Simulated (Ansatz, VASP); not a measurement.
## ZnS: VASP beside Ansatz

The input INCAR:

```
PREC     = Accurate       # precision mode
ENCUT    = 520            # plane-wave cutoff, eV
EDIFF    = 1E-6           # SCF threshold, eV
ISMEAR   = -1             # smearing method
SIGMA    = 0.02           # smearing width, eV
LREAL    = F              # projectors in reciprocal space
LASPH    = T              # aspherical terms in the spheres
NELM     = 60             # most SCF steps
ALGO     = Normal         # electronic algorithm
ISIF     = 2              # what is computed and relaxed
LWAVE    = F              # write WAVECAR
LCHARG   = F              # write CHGCAR
GGA      = PE             # functional
NBANDS   = 26             # bands
```

KPOINTS

```
Automatic mesh
0
Gamma
  12 12 4
```

The input POSCAR:

```
ZnS
1.0
    3.7673958107      0.0000000000      0.0000000000
   -1.8836979054      3.2626604782      0.0000000000
    0.0000000000      0.0000000000      6.2831086325
Zn S
2 2
Direct
    0.3333333333      0.6666666667      0.0019476037
    0.6666666667      0.3333333333      0.5019476037
    0.3333333333      0.6666666667      0.3730523963
    0.6666666667      0.3333333333      0.8730523963
```

Input for Ansatz:

```yaml
crystal:
  lattice:
    - [3.7673958107, 0.0, 0.0]
    - [-1.8836979054, 3.2626604782, 0.0]
    - [0.0, 0.0, 6.2831086325]
  atoms:
    - { symbol: Zn, position: [0.3333333333, 0.6666666667, 0.0019476037] }
    - { symbol: Zn, position: [0.6666666667, 0.3333333333, 0.5019476037] }
    - { symbol: S, position: [0.3333333333, 0.6666666667, 0.3730523963] }
    - { symbol: S, position: [0.6666666667, 0.3333333333, 0.8730523963] }
kpoints:
  mp_grid: { grid: [12, 12, 4] }
  band_path:
    path:
      - [0.0, 0.0, 0.0]
      - [0.5, 0.0, 0.0]
      - [0.3333333333, 0.3333333333, 0.0]
      - [0.0, 0.0, 0.5]
      - [0.5, 0.0, 0.5]
      - [0.3333333333, 0.3333333333, 0.5]
    npoints: 1
hamiltonian:
  xc: pbe
scf:
  occupations: { method: fermi_dirac, width: 0.02 }
  n_extra_bands: 5
output:
  forces: true
  stress: true
  eigenvalues: true
  write_density: true
  write_potential: true
  elf: true
  volumetric_format: npy
```

Change from the starting cell: epitaxial_xy strain -1.0%.

Alike in both runs: task single point; functional PBE; k mesh 12 × 12 × 4; occupations fermi-dirac, width 0.02 eV; no spin polarisation.

```csv
,VASP,Ansatz
version,VASP 6.6.1,Ansatz 0.2.0
potentials or method,"VASP PAW PBE potentials, release 64 (Zn, S)","plane waves, PAW"
plane-wave cutoff (eV),520,420
valence electrons in the cell,36,36
```

VASP gave:

```
gap on the k mesh at the Fermi level (eV)       : 2.23
pressure (GPa)                                  : 3.5
largest component of the traceless stress (GPa) : 1.03
```

Question: What did Ansatz give for the same quantities?

Answer: gap on the k mesh at the Fermi level (eV): 2.22; pressure (GPa): 3.3; largest component of the traceless stress (GPa): 1.03.

A k mesh can miss the band edges.
